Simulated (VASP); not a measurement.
# AlH3 in VASP: notebook

One molecule, AlH3, is run at these levels: BLYP+D4, PBE0+D3(BJ); tasks: single point.

All numbers are computed with VASP 6.6.1; they aren't measurements. Logs are shortened: lines on timing, memory, paths and dates and some standing lists are left out, and cuts for length are marked.

## (1) The molecule as given

The cell holds a molecule in a box, 4 atoms: a = 12.000 Å, b = 11.000 Å, c = 12.000 Å, α = 90.00°, β = 90.00°, γ = 90.00°.

## (2) Single point, BLYP+D4

Contents of INCAR:

```
SYSTEM = AlH3
AGGAC = 1.0 ; AGGAX = 1.0
ALDAC = 0.0 ; ALDAX = 1.0
ALGO = Fast ; EDIFF = 1E-6
ENCUT = 520 ; GGA = B5
ISIF = 2 ; ISMEAR = 0
IVDW = 13 ; LASPH = .True.
LCHARG = .False. ; LREAL = .False.
LWAVE = .False. ; NELM = 100
PREC = Accurate ; SIGMA = 0.01
VDW_A1 = 0.44488865 ; VDW_A2 = 4.0933009
VDW_S6 = 1.0 ; VDW_S8 = 2.34076671
```

Contents of KPOINTS:

```
k-points
0
Gamma
  1 1 1
  0 0 0
```

Contents of POSCAR:

```
AlH3
1.0
   12.0000000000      0.0000000000      0.0000000000
    0.0000000000     11.0000000000      0.0000000000
    0.0000000000      0.0000000000     12.0000000000
Al H
1 3
Direct
    0.5268666700      0.5078863600      0.5074208300
    0.5784916700      0.5702227300      0.6148125000
    0.4139916700      0.4335954500      0.5166041700
    0.5881750000      0.5197500000      0.3908541700
```

Potentials or basis: VASP PAW PBE potentials, release 64 (Al, H).

The run is started by

```console
$ cat potpaw_PBE.64/Al/POTCAR potpaw_PBE.64/H/POTCAR > POTCAR
$ mpirun -np 1 vasp_gam > vasp.out
```

OUTCAR:

```text
SYSTEM = AlH3
   EDIFF = 1E-6
   ENCUT = 520
   GGA = B5
   ISIF = 2
   ISMEAR = 0
   IVDW = 13
   LASPH = .True.
   LREAL = .False.
   NELM = 100
   PREC = Accurate

 ion  position               nearest neighbor table
   1  0.527  0.508  0.507-   3 1.59   2 1.59   4 1.59
   2  0.578  0.570  0.615-   1 1.59
   3  0.414  0.434  0.517-   1 1.59
   4  0.588  0.520  0.391-   1 1.59

  LATTYP: Found a simple tetragonal cell.
 ALAT       =    12.0000000000
 C/A-ratio  =     0.9166666667

  Lattice vectors:

 A1 = ( -12.0000000000,   0.0000000000,   0.0000000000)
 A2 = (   0.0000000000,   0.0000000000,  12.0000000000)
 A3 = (   0.0000000000,  11.0000000000,   0.0000000000)

Analysis of symmetry for initial positions (statically):
=====================================================================
 Subroutine PRICEL returns:
 Original cell was already a primitive cell.

 Routine SETGRP: Setting up the symmetry group for a
 simple tetragonal supercell.

 Subroutine GETGRP returns: Found  1 space group operations
 (whereof  1 operations were pure point group operations)
 out of a pool of 16 trial point group operations.

The static configuration has the point symmetry C_1 .

Analysis of symmetry for dynamics (positions and initial velocities):
=====================================================================
 Subroutine PRICEL returns:
 Original cell was already a primitive cell.

 Routine SETGRP: Setting up the symmetry group for a
 simple tetragonal supercell.

 Subroutine GETGRP returns: Found  1 space group operations
 (whereof  1 operations were pure point group operations)
 out of a pool of 16 trial point group operations.

The dynamic configuration has the point symmetry C_1 .

 Subroutine INISYM returns: Found  1 space group operations
 (whereof  1 operations are pure point group operations),
 and found     1 'primitive' translations

----------------------------------------------------------------------------------------

                                     Primitive cell

  volume of cell :    1584.0000

  direct lattice vectors                    reciprocal lattice vectors
    12.000000000  0.000000000  0.000000000     0.083333333  0.000000000  0.000000000
     0.000000000 11.000000000  0.000000000     0.000000000  0.090909091  0.000000000
[... 63 lines left out ...]
   ENCUT  =  520.0 eV  38.22 Ry    6.18 a.u.  22.31 20.45 22.31*2*pi/ulx,y,z
   NELM   =    100;   NELMIN=  2; NELMDL= -5     # of ELM steps
   EDIFF  = 0.1E-05   stopping-criterion for ELM
   LREAL  =      F    real-space projection
   EDIFFG = 0.1E-04   stopping-criterion for IOM
   NSW    =      0    number of steps for IOM
   IBRION =     -1    ionic relax: 0-MD 1-quasi-New 2-CG
   NFREE  =      0    steps in history (QN), initial steepest desc. (CG)
   ISIF   =      2    stress and relaxation
   ISYM   =      2    0-nonsym 1-usesym 2-fastsym
   POTIM  = 0.5000    time-step for ionic-motion
   TEBEG  =    0.0;   TEEND  =   0.0 temperature during run
   PSTRESS=    0.0 pullay stress
   NELECT =       6.0000    total number of electrons
   NUPDOWN=      -1.0000    fix difference up-down
   EMIN   =  10.00;   EMAX   =-10.00  energy-range for DOS
   EFERMI =   0.00;   METHOD = LEGACY
   ISMEAR =     0;   SIGMA  =   0.01  broadening in eV -4-tet -1-fermi 0-gaus
   EFERMI_NEDOS =   21; number of points for ismear=-14 and -15
   IALGO  =     68    algorithm
   IMIX   =      4    mixing-type and parameters
     AMIX     =   0.40;   BMIX     =  1.00
     AMIX_MAG =   1.60;   BMIX_MAG =  1.00
  volume/ion in A,a.u.               =     396.00      2672.34
  Fermi-wavevector in a.u.,A,eV,Ry     =   0.255196  0.482250  0.886078  0.065125
  Thomas-Fermi vector in A             =   1.077186
   LORBIT       =      0    0 simple, 1 ext, 2 COOP (PROOUT), +10 PAW based schemes
   GGA     = B5    functional components
   LHFCALC =     F    Hartree Fock is set to
   AEXX    =    0.0000 exact exchange contribution
   IVDW    =    13    specifies the selected vdW correction
   LEPSILON=     F    determine dielectric tensor
   LRPA    =     F    only Hartree local field effects (RPA)
 non-spin polarized calculation
 RMM-DIIS sequential band-by-band and
 Gauss-broadening in eV      SIGMA  =   0.01
  energy-cutoff  :      520.00
  volume of cell :     1584.00
 maximum number of plane-waves:     21371
 NGX is ok and might be reduce to    90
   NGX = 45   NGY = 41   NGZ = 45

 number of electron       6.0000000 magnetization

 Free energy of the ion-electron system (eV)
  ---------------------------------------------------
  ext. energy  EPLUGINS =         0.00000000
  ---------------------------------------------------
  free energy    TOTEN  =       -12.41827289 eV

  energy without entropy =      -12.41827289  energy(sigma->0) =      -12.41827289

 E-fermi :  -7.0088     XC(G=0):  -0.5486

 val. band max:       -7.0567806972   @ k =   0.0000   0.0000   0.0000
 cond. band min:      -2.2886042264   @ k =   0.0000   0.0000   0.0000
 fundamental gap:      4.7681764708
 Fermi energy:        -7.0088146916

 k-point     1 :       0.0000    0.0000    0.0000
  band No.  band energies     occupation
      1     -10.0105      2.00000
      2      -7.0588      2.00000
      3      -7.0568      2.00000
      4      -2.2886      0.00000
      5      -0.1749      0.00000
      6       0.2606      0.00000
      7       0.5373      0.00000

------------------------ aborting loop because EDIFF is reached ----------------------------------------

  DFT-D4 for vdW energy calculation

  Edisp (eV):   -0.06626

  FORCE on cell =-STRESS in cart. coord.  units (eV):
  Direction    XX          YY          ZZ          XY          YZ          ZX
  --------------------------------------------------------------------------------------
  -------------------------------------------------------------------------------------
  Total      -0.02919    -0.03875    -0.02331     0.01292     0.00484    -0.00225
  in kB      -0.02953    -0.03919    -0.02358     0.01306     0.00490    -0.00228
  external pressure =       -0.03 kB  Pullay stress =        0.00 kB

 VOLUME and BASIS-vectors are now :
 -----------------------------------------------------------------------------
  energy-cutoff  :      520.00
  volume of cell :     1584.00
      direct lattice vectors                 reciprocal lattice vectors
    12.000000000  0.000000000  0.000000000     0.083333333  0.000000000  0.000000000
     0.000000000 11.000000000  0.000000000     0.000000000  0.090909091  0.000000000
     0.000000000  0.000000000 12.000000000     0.000000000  0.000000000  0.083333333

 POSITION                                       TOTAL-FORCE (eV/Angst)
 -----------------------------------------------------------------------------------
      6.32240      5.58675      6.08905         0.002937     -0.001055     -0.000491
      6.94190      6.27245      7.37775         0.003460      0.006299      0.008550
      4.96790      4.76955      6.19925        -0.010385     -0.006716      0.000899
      7.05810      5.71725      4.69025         0.003988      0.001472     -0.008958
 -----------------------------------------------------------------------------------
    total drift:                                0.000208      0.000055      0.000216

  FREE ENERGIE OF THE ION-ELECTRON SYSTEM (eV)
  ---------------------------------------------------
  free  energy   TOTEN  =       -12.4845360805 eV

  energy  without entropy=      -12.4845360805  energy(sigma->0) =      -12.48453608
```

stdout:

```text
POSCAR found type information on POSCAR AlH
 POSCAR found :  2 types and       4 ions
 scaLAPACK will be used
 -----------------------------------------------------------------------------
|                                                                             |
|                                                                             |
|     You enforced a specific xc type in the INCAR file but a different       |
|     I HOPE YOU KNOW WHAT YOU ARE DOING!                                     |
|                                                                             |
 -----------------------------------------------------------------------------

 LDA part: xc-table for (Slater(with rela. corr.)+VWN5), standard interpolation
 POSCAR, INCAR and KPOINTS ok, starting setup
 FFT: planning ... GRIDC
 FFT: planning ... GRID_SOFT
 FFT: planning ... GRID
 WAVECAR not read
 entering main loop
```

Wall time 3.8 min (1 thread of Intel Xeon Platinum 8259CL at 2.50GHz (Skylake/Cascade Lake), shared host); peak memory 1.1 GiB.

What came out:

```yaml
Free_energy: -12.4845 eV
Largest_force: 0.012 eV/Å
Gap_between_the_frontier_levels: 4.77 eV
Dispersion_energy_per_atom: -0.017 eV
```

Forces in eV/Å, atoms in the order of the input:
```
Al   0.003 -0.001  0.000
H    0.003  0.006  0.009
H   -0.010 -0.007  0.001
H    0.004  0.001 -0.009
```

Caveat: the PAW data sets were made with another functional, which shifts forces and pressure a little.

## (3) Single point, PBE0+D3(BJ)

Contents of POSCAR:

```
AlH3
1.0
   12.0000000000      0.0000000000      0.0000000000
    0.0000000000     11.0000000000      0.0000000000
    0.0000000000      0.0000000000     12.0000000000
Al H
1 3
Cartesian
    6.3224000400      5.5867499600      6.0890499600
    6.9419000400      6.2724500300      7.3777500000
    4.9679000400      4.7695499500      6.1992500400
    7.0581000000      5.7172500000      4.6902500400
```

Contents of INCAR.step1:

```
SYSTEM = AlH3
  PREC = Accurate
  ENCUT = 520
  EDIFF = 1E-5
  ISMEAR = 0
  SIGMA = 0.01
  LREAL = .False.
  LASPH = .True.
  NELM = 60
  ALGO = Normal
  ISIF = 2
  LWAVE = .True.
  LCHARG = .False.
  NBANDS = 11
  GGA = PE
```

Contents of INCAR.step2:

```
SYSTEM = AlH3
  PREC = Accurate
  ENCUT = 520
  EDIFF = 1E-7
  ISMEAR = 0
  SIGMA = 0.01
  LREAL = .False.
  LASPH = .True.
  NELM = 60
  ALGO = Normal
  ISIF = 2
  LWAVE = .False.
  LCHARG = .False.
  GGA = PE
  LHFCALC = .True.
  AEXX = 0.25
  PRECFOCK = Fast
  HFRCUT = -1
  IVDW = 12
  NBANDS = 11
  ISTART = 1
```

Contents of KPOINTS:

```
regular mesh
0
Gamma
  1 1 1
  0 0 0
```

Potentials or basis: VASP PAW PBE potentials, release 64 (Al, H).

The run is started by

```console
$ cat potpaw_PBE.64/Al/POTCAR potpaw_PBE.64/H/POTCAR > POTCAR
$ cp INCAR.step1 INCAR
$ mpirun -np 1 vasp_gam > vasp.out
$ cp INCAR.step2 INCAR
$ mpirun -np 1 vasp_gam > vasp.out
```

Wall time 5.9 min (1 thread of Intel Xeon Platinum 8259CL at 2.50GHz (Skylake/Cascade Lake), shared host); peak memory 1.1 GiB.

It converged, with:

| Property | Result |
| --- | --- |
| Free energy | -15.3365 eV |
| Largest force | 0.058 eV/Å |
| Gap between the frontier levels | 6.81 eV |
| Dispersion energy per atom | -0.006 eV |

Forces in eV/Å, atoms in the order of the input:
```
Al   0.002 -0.002 -0.002
H   -0.018 -0.019 -0.045
H    0.046  0.018 -0.002
H   -0.030  0.003  0.049
```

Levels at points of the mesh, in eV from the valence-band top:
```csv
k point,band 1,band 2,band 3,band 4,band 5,band 6
"(0.00, 0.00, 0.00)",-3.25,0.00,0.00,6.81,8.35,9.18
```

Caveat: the PAW data sets were made with another functional, which shifts forces and pressure a little.
